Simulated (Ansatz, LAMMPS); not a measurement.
# Relaxing amorphous SiO2 (96 atoms)

Aim: bring amorphous SiO2 (96 atoms) to a nearby minimum of the energy and see what moves.

Program: Ansatz 0.2.0. Level of theory: Kohn-Sham DFT, PBE, PAW (set soft_2), plane waves. Results are calculated unless marked as measured.

**What experiment says.** A silica glass plate was measured by high-energy x-ray diffraction at 20 K and the Si-O distance was taken from the first PDF peak (“Polyhedral units and network connectivity in calcium aluminosilicate glasses from high-energy x-ray diffraction”, 2000, arxiv:cond-mat/0007490): nearest Si–O distance 1.61 Å; number of O about Si 4. The nearest silicon-silicon distance in amorphous silica was obtained by fitting a symmetric peak to the measured radial distribution (as quoted in “New insights into the origin of the first sharp diffraction peak in amorphous silica from an analysis of chemical and radial ordering”, 2024, arxiv:2403.10632): nearest Si–Si distance 3.08 Å; nearest O–O distance 2.63 Å. The mean Si-O-Si angle was obtained by reanalysing earlier high-energy photon diffraction data in combination with published neutron diffraction data on silica glass (“Bond angle distribution in amorphous germania and silica”, 1996, arxiv:chem-ph/9603004): Si–O–Si angle 148.3 °.

## Step 1: Starting point

The cell holds 96 atoms: 32 Si and 64 O. Its edges and angles: a = 10.708 Å, b = 10.708 Å, c = 10.708 Å, α = 90.0°, β = 90.0°, γ = 90.0°. 96 atoms (32 Si, 64 O) placed at random at 2.6 g/cm³, melted at 5000 K for 10 ps at fixed volume with the Vashishta potential (Vashishta, Kalia, Rino and Ebbsjo, Phys. Rev. B 41, 12197 (1990)). Quenched from 5000 K to 300 K at 50 K/ps and fixed volume, held 5 ps, then minimised at fixed cell. The density is one point of a scan and needn't be that of the real material.

Limits known from the start: The quench rate of 50 K/ps far exceeds what a furnace or splat quench reaches, so expect more defects and frozen-in strain than in a real sample. The starting topology of bonds comes from the classical model. Only the Γ point is sampled in the main run, in a cell whose shortest periodic width is 11 Å.

## Step 2: The classical run that made the cell

A classical potential supplies the starting structure, since it reaches far longer times than DFT.

This step: classical MD, Vashishta potential (Vashishta, Kalia, Rino and Ebbsjo, Phys. Rev. B 41, 12197 (1990)) (LAMMPS 22 Jul 2025 - Update 4).

in.lmp

```
# melt-quench of Si32O64
units metal
atom_style atomic
boundary p p p
region box block 0 10.7084 0 10.7084 0 10.7084
create_box 2 box
mass 1 28.0850   # Si
mass 2 15.9990   # O
create_atoms 1 random 32 4107 NULL overlap 1.4 maxtry 2000
create_atoms 2 random 64 4114 NULL overlap 1.4 maxtry 2000
pair_style vashishta/table 100000 0.2
pair_coeff * * SiO.1990.vashishta Si O
neigh_modify delay 0 every 1 check yes
thermo_style custom step time temp pe press density
thermo_modify norm yes
timestep 0.001
thermo 100
min_style cg
minimize 1e-4 1e-4 200 2000
reset_timestep 0
velocity all create 5000 4108 mom yes dist gaussian
fix lim all nve/limit 0.05
fix lan all langevin 5000 5000 0.1 4109 zero yes
thermo 500
run 1000 post no
unfix lim
unfix lan
thermo 1666
fix md all nvt temp 5000 5000 0.1
run 10000 post no
unfix md
thermo 9400
fix md all nvt temp 5000 300 0.1
run 94000 post no
unfix md
thermo 2500
fix md all nvt temp 300 300 0.1
run 5000 post no
unfix md
thermo 100
min_style cg
minimize 0 1e-3 2000 20000
write_dump all custom glass.dump id type xs ys zs modify sort id
```

Launch:

```sh
$ lmp -in in.lmp -log none -nocite
```

Numbers of over 12 decimals in the logs are rounded to 6 here.

What it wrote:

```text
LAMMPS (22 Jul 2025 - Update 4)
Created orthogonal box = (0 0 0) to (10.7084 10.7084 10.7084)
Created 32 atoms
Created 64 atoms
   Step          Time           Temp          PotEng         Press         Density
         0   0              0              8.0993187      3036333.1      2.6000212
       100   0.1            0             -8.6718366      10572.631      2.6000212
       114   0.114          0             -8.6927246      8750.2585      2.6000212
Loop time of 0.314245 s on 1 MPI rank(s) for 114 steps with 96 atoms
Minimization stats:
  Stopping criterion = energy tolerance
  Energy initial, next-to-last, final =
[... 34 lines left out ...]
    107500   107.5          324.91328     -8.9525287     -13370.808      2.6000212
    110000   110            279.49211     -8.9531494     -12686.151      2.6000212
Loop time of 5.40817 s on 1 MPI rank(s) for 5000 steps with 96 atoms
   Step          Time           Temp          PotEng         Press         Density
    110000   110            279.49211     -8.9531494     -12686.151      2.6000212
    110081   110.081        279.49211     -8.9895907     -21404.871      2.6000212
Loop time of 0.30991 s on 1 MPI rank(s) for 81 steps with 96 atoms
Minimization stats:
  Stopping criterion = force tolerance
  Energy initial, next-to-last, final =
     -8.95314939502427  -8.98959070044616  -8.98959070004923
  Force two-norm initial, final = 16.485815 0.00093131105
  Iterations, force evaluations = 81 162
```

Wall time 2.1 min (1 thread of Arm Neoverse V1, shared host); peak memory 0.072 GiB.

## Step 3: Single point at the start

The forces at the start show how far the geometry lies from a minimum of this functional.

input.yaml

```yaml
crystal:
  lattice:
    - [10.7084, 0.0, 0.0]
    - [0.0, 10.7084, 0.0]
    - [0.0, 0.0, 10.7084]
  atoms:
    - { symbol: Si, position: [0.9997, 0.60789, 0.75433] }
    - { symbol: Si, position: [0.30391, 0.13306, 0.00364] }
    - { symbol: Si, position: [0.62909, 0.77753, 0.47188] }
    - { symbol: Si, position: [0.77553, 0.43699, 0.74069] }
    - { symbol: Si, position: [0.70981, 0.03663, 0.3843] }
    - { symbol: Si, position: [0.00514, 0.58008, 0.3981] }
    - { symbol: Si, position: [0.15709, 0.62024, 0.00673] }
    - { symbol: Si, position: [0.93131, 0.33802, 0.07382] }
    - { symbol: Si, position: [0.60832, 0.41856, 0.25248] }
    - { symbol: Si, position: [0.15441, 0.74154, 0.58298] }
    - { symbol: Si, position: [0.55071, 0.7265, 0.92848] }
    - { symbol: Si, position: [0.18016, 0.39595, 0.697] }
    - { symbol: Si, position: [0.39422, 0.4188, 0.52588] }
    - { symbol: Si, position: [0.34258, 0.78742, 0.11218] }
    - { symbol: Si, position: [0.54099, 0.10986, 0.87019] }
    - { symbol: Si, position: [0.36851, 0.58731, 0.73186] }
    - { symbol: Si, position: [0.75506, 0.50605, 0.4792] }
    - { symbol: Si, position: [0.10731, 0.33695, 0.2911] }
    - { symbol: Si, position: [0.73593, 0.10801, 0.1008] }
    - { symbol: Si, position: [0.96502, 0.9722, 0.78779] }
    - { symbol: Si, position: [0.92074, 0.61923, 0.1471] }
    - { symbol: Si, position: [0.38045, 0.22368, 0.26687] }
    - { symbol: Si, position: [0.44125, 0.6268, 0.32835] }
    - { symbol: Si, position: [0.68801, 0.89465, 0.73616] }
    - { symbol: Si, position: [0.00784, 0.11013, 0.40222] }
    - { symbol: Si, position: [0.45565, 0.13599, 0.5083] }
    - { symbol: Si, position: [0.1936, 0.01476, 0.60644] }
    - { symbol: Si, position: [0.31839, 0.40669, 0.93235] }
    - { symbol: Si, position: [0.97235, 0.25498, 0.80446] }
    - { symbol: Si, position: [0.60884, 0.45636, 0.98059] }
    - { symbol: Si, position: [0.90502, 0.86966, 0.04365] }
    - { symbol: Si, position: [0.14102, 0.9795, 0.16422] }
    - { symbol: O, position: [0.09962, 0.67962, 0.45799] }
    - { symbol: O, position: [0.03606, 0.7314, 0.67727] }
    - { symbol: O, position: [0.9704, 0.33746, 0.92974] }
    - { symbol: O, position: [0.40447, 0.0588, 0.91837] }
    - { symbol: O, position: [0.38086, 0.51432, 0.40895] }
    - { symbol: O, position: [0.65761, 0.80353, 0.85421] }
    - { symbol: O, position: [0.85697, 0.56454, 0.76382] }
    - { symbol: O, position: [0.88354, 0.4783, 0.1084] }
    - { symbol: O, position: [0.0937, 0.05188, 0.28886] }
    - { symbol: O, position: [0.27104, 0.90234, 0.17901] }
    - { symbol: O, position: [0.84221, 0.21766, 0.10179] }
    - { symbol: O, position: [0.86111, 0.06383, 0.41379] }
    - { symbol: O, position: [0.86585, 0.31787, 0.7206] }
    - { symbol: O, position: [0.06779, 0.6313, 0.12274] }
    - { symbol: O, position: [0.05774, 0.31877, 0.15154] }
    - { symbol: O, position: [0.35395, 0.6824, 0.22012] }
    - { symbol: O, position: [0.62968, 0.13276, 0.99401] }
    - { symbol: O, position: [0.50946, 0.23439, 0.79538] }
    - { symbol: O, position: [0.6129, 0.01944, 0.77351] }
    - { symbol: O, position: [0.62618, 0.82802, 0.61442] }
    - { symbol: O, position: [0.27376, 0.26573, 0.94084] }
    - { symbol: O, position: [0.255, 0.38057, 0.5706] }
    - { symbol: O, position: [0.09035, 0.08999, 0.52644] }
    - { symbol: O, position: [0.49343, 0.73725, 0.41735] }
    - { symbol: O, position: [0.91357, 0.63955, 0.29427] }
    - { symbol: O, position: [0.46586, 0.28693, 0.52436] }
    - { symbol: O, position: [0.07411, 0.49855, 0.68231] }
    - { symbol: O, position: [0.64986, 0.39608, 0.11107] }
    - { symbol: O, position: [0.4484, 0.51157, 0.63267] }
    - { symbol: O, position: [0.71102, 0.41825, 0.3635] }
    - { symbol: O, position: [0.70932, 0.64995, 0.46846] }
    - { symbol: O, position: [0.44751, 0.67026, 0.82826] }
    - { symbol: O, position: [0.24914, 0.73693, 0.00496] }
    - { symbol: O, position: [0.01265, 0.2569, 0.37566] }
    - { symbol: O, position: [0.28626, 0.46393, 0.79319] }
    - { symbol: O, position: [0.47593, 0.80174, 0.03905] }
    - { symbol: O, position: [0.33794, 0.07704, 0.60034] }
    - { symbol: O, position: [0.1751, 0.06626, 0.04476] }
    - { symbol: O, position: [0.10818, 0.27407, 0.74232] }
    - { symbol: O, position: [0.0658, 0.61454, 0.88842] }
    - { symbol: O, position: [0.46156, 0.42585, 0.96635] }
    - { symbol: O, position: [0.61576, 0.60612, 0.98837] }
    - { symbol: O, position: [0.55503, 0.55942, 0.25786] }
    - { symbol: O, position: [0.70569, 0.455, 0.61037] }
    - { symbol: O, position: [0.83652, 0.92798, 0.71149] }
    - { symbol: O, position: [0.85507, 0.73119, 0.0734] }
    [... 12 atom lines left out ...]
    - { symbol: O, position: [0.69265, 0.41487, 0.86359] }
    - { symbol: O, position: [0.37678, 0.16404, 0.13121] }
    - { symbol: O, position: [0.26938, 0.67129, 0.65537] }
    - { symbol: O, position: [0.25075, 0.29362, 0.2967] }
    - { symbol: O, position: [0.96188, 0.88034, 0.90582] }
    - { symbol: O, position: [0.90527, 0.51205, 0.48657] }
kpoints:
  mp_grid: { grid: [1, 1, 1] }
hamiltonian:
  xc: pbe
scf:
  occupations: { method: fermi_dirac, width: 0.025 }
output:
  forces: true
```

Launch:

```sh
$ ansatz run input.yaml --threads 4 --pin off --max-ram 8192MiB --backend cpu --events-out ev --progress --plain --runs-dir out
```

What it wrote:

```text
Engine: ansatz 0.2.0, aarch64-unknown-linux-gnu
Pseudopotentials: kind: paw
Pseudopotential: Si, paw, valence charge 4, recommended cutoff 420 eV (normal), Si.paw.azcp
Pseudopotential: O, paw, valence charge 6, recommended cutoff 420 eV (normal), O.paw.azcp
Functional definition: PBE
  parameter kappa = 0.804
  parameter beta = 0.066725
  exchange = pbe_x(kappa = kappa, mu = beta*pi^2/3)
  correlation = pbe_c(beta = beta)
Crystal: 96 atoms, lattice volume = 1227.930 Å³
Basis set: ecut = 420 eV, 23871 PW (Γ), exchange–correlation on 144×144×144 points (8 copies of the dense FFT grid, shifted against one another)
Bands: 352, of which v1, the nominal top of the filled ones, is band 256 counted from 1 (255 counted from 0)
Symmetry: 1 space group operations
Space group: P1 (ITA 1), of the structure as read, at distance tolerance 1.1e-4 Å
k-points: 1
Non-local potential: Si, projectors of the file, l = 0: 2, l = 1: 2, l = 2: 2
Non-local potential: O, projectors of the file, l = 0: 2, l = 1: 2, l = 2: 1
PAW form: soft (Blöchl's): semilocal exchange-correlation on the pseudo side does not see the compensation charge
PAW one-centre angular grid: Si, 110 points (default); XC on 64 Gauss nodes
PAW one-centre angular grid: O, 110 points (default); XC on 64 Gauss nodes
Initial density: superposition of atomic densities (neutral atoms: chi_scale 0, normalization atom), corrected by the library's trained network
Initial wavefunctions: pseudopotential atomic-orbital guess
Functional: x = pbe(κ = 0.804, μ = 0.219515), c = pbe(β = 0.066725)
SCF iter   1: F=—  HF=-56756.063850 eV  |F-HF|=—  |Δ(HF+E_count)|=         —  Δρ=3.94e-3  dr2=4.12e-1  ethr=1.77e-3  ⟨swp⟩=7.0  Hψ=1700  notcnv=0  defer=44
preconditioner: auto → Resta (q_TF=auto, 2.358 Å⁻¹)  ε∞=3.1  [insulator: Δε(μ)=2.825 eV  Ē_g=16.659 eV  σ=0.025 eV  W_gap=1.00  n_scr=256 (ndim 8)  ℏωp=24.0 eV  f_vac=0.148  D(μ)=0.00/eV (n_scr^D=0)  ε∞_Penn≈3.1]
SCF iter   2: F=—  HF=-56755.974976 eV  |F-HF|=—  |Δ(HF+E_count)|=   8.89e-2  Δρ=2.32e-3  dr2=9.21e-2  ethr=8.04e-5  ⟨swp⟩=3.0  Hψ=603  notcnv=0  defer=92
SCF iter   3: F=—  HF=-56755.955228 eV  |F-HF|=—  |Δ(HF+E_count)|=   1.97e-2  Δρ=8.90e-4  dr2=3.22e-2  ethr=1.80e-5  ⟨swp⟩=2.0  Hψ=539  notcnv=0  defer=37
automatic band count: iteration 3 solves 297 bands in place of 352: the levels show a gap, and the empty bands left out lie too high to hold charge; the band table lists the bands solved (type scf.n_extra_bands for more)
SCF iter   4: F=—  HF=-56755.945313 eV  |F-HF|=—  |Δ(HF+E_count)|=   9.92e-3  Δρ=4.62e-4  dr2=2.63e-3  ethr=6.29e-6  ⟨swp⟩=3.0  Hψ=460  notcnv=0  defer=37
SCF iter   5: F=—  HF=-56755.945065 eV  |F-HF|=—  |Δ(HF+E_count)|=   2.48e-4  Δρ=2.07e-4  dr2=4.60e-4  ethr=5.13e-7  ⟨swp⟩=2.0  Hψ=598  notcnv=0  defer=37
SCF iter   6: F=—  HF=-56755.945102 eV  |F-HF|=—  |Δ(HF+E_count)|=   3.75e-5  Δρ=4.63e-5  dr2=2.26e-5  ethr=8.98e-8  ⟨swp⟩=2.0  Hψ=516  notcnv=0  defer=37
SCF iter   7: F=—  HF=-56755.946600 eV  |F-HF|=—  |Δ(HF+E_count)|=   1.50e-3  Δρ=2.57e-5  dr2=5.96e-6  ethr=4.42e-9  ⟨swp⟩=2.0  Hψ=516  notcnv=0  defer=37
SCF iter   8: F=—  HF=-56755.946601 eV  |F-HF|=—  |Δ(HF+E_count)|=   9.74e-7  Δρ=6.45e-6  dr2=4.52e-7  ethr=1.16e-9  ⟨swp⟩=2.0  Hψ=516  notcnv=0  defer=37
SCF iter   9: F=-56755.946601 eV  HF=-56755.946601 eV  |F-HF|=1.14e-8  |Δ(HF+E_count)|=   4.37e-7  Δρ=2.51e-6  dr2=6.46e-8  ethr=1.95e-11  ⟨swp⟩=5.0  Hψ=1009  notcnv=0
SCF 1 converged in 9 iterations: F = -56755.946601 eV  dr2 = 6.46e-8
  greatest PAW one-centre occupation: 0.869 electrons in one spin orbital (limit 2), on the O atom at site 45 (counted from 0), in its partial waves of l = 0
SCF converged after 9 iterations
Free energy (F): -56755.946601 eV
Harris-Foulkes:  -56755.946601 eV  (|F-HF|=1.14e-8)
Internal energy: -56755.946601 eV  (E = F + TS)
E sigma→0 (E₀):  -56755.946601 eV
Fermi energy:    6.635025 eV
--- Per-component energies (eV) ---
  E_band       = -2259.028361
  E_kinetic    = 12906.338016
  E_local      = -34458.424281  (includes V_loc(G=0)·N_el)
  E_nonlocal   = 3850.088125
  E_hartree    = 12746.243707
  E_xc         = -6542.668568
  E_vxc        = -7595.875627  (∫ρ·V_xc dr)
  E_paw        = -26602.346271  (= ΣΔE_a)
  E_vpaw       = -2453.799235  (= ΣTr[D̂ρ^β])
  E_aug_tail   = 0.165536  (compensation charges beyond the density's cutoff)
  E_ewald      = -18655.342865
  E_smearing   = -0.000000  (= −TS)
  E_closure    = -0.000000  (closes the sum)
  Σ components = -56755.946601   (vs F -56755.946601, Δ=0.00e0)
--- Forces (eV/Å), atoms counted from 1 ---
  atom   1  Si     0.05445748    -0.44104940     0.51042358
  atom   2  Si     1.42147656    -0.50867733    -0.02112495
  atom   3  Si     0.54348991    -0.29410749     0.08788017
  atom   4  Si     0.25770299    -0.33127432     0.51284760
  atom   5  Si     0.05934630     0.29487769     0.14634474
  atom   6  Si     0.03188172    -0.35931490    -0.48190049
  atom   7  Si    -0.71078414     0.22097591     0.00055165
  atom   8  Si    -0.22620346    -0.50874852     0.48288809
  atom   9  Si    -1.13500612     0.23428306     0.40896596
  atom  10  Si     0.16860618    -0.25496913     0.25478223
  atom  11  Si     0.06868416     0.02452500     0.06325311
  atom  12  Si    -1.81629738    -0.39209171    -1.61206756
  atom  13  Si     0.34317679    -0.20359253    -0.11593307
  atom  14  Si     0.03022386    -0.16337293     0.03879719
[...]
atom  95  O      0.43094709    -0.60541762    -0.37319816
  atom  96  O      0.41720199    -0.44088241     0.94423743
  max |Σ_I F_I| component: 1.40e-4 eV/Å
```

Elapsed: 12 s, on 4 threads of Arm Neoverse V1, shared host; peak memory 1.4 GiB.

The run gave:

| Quantity | Value |
| --- | --- |
| free energy | -56755.9466 eV |
| free energy per atom | -591.2078 eV/atom |
| SCF cycles | 9 |
| r.m.s. force component | 0.6272 eV/Å |
| longest force | 3.849 eV/Å |
| Fermi energy | 6.635 eV |

The r.m.s. force component of 0.63 eV/Å sets the starting point.

Neighbours are counted within 2.08 Å (O-Si).

Length of the force by element and coordination:

| element | coordination | atoms | mean length of the force (eV/Å) | spread | least | most |
| --- | --- | --- | --- | --- | --- | --- |
| O | all | 64 | 0.787 | 0.442 | 0.141 | 2.22 |
| O | 1 | 1 | 0.360 | 0 | 0.360 | 0.360 |
| O | 2 | 62 | 0.801 | 0.442 | 0.141 | 2.22 |
| O | 3 | 1 | 0.355 | 0 | 0.355 | 0.355 |
| Si | all | 32 | 1.04 | 0.915 | 0.0965 | 3.85 |

(Continued in part 2 of 4.)

[Logs are printed without paths, hosts, clocks, repeated set-up lines and the standing remarks that a program may print on its own settings, such as how far it seeks lower states.]

[Hosts, paths, dates, database ids (printed as entryN), source tags and the programs' standing remarks are cut or masked in the printed files.]
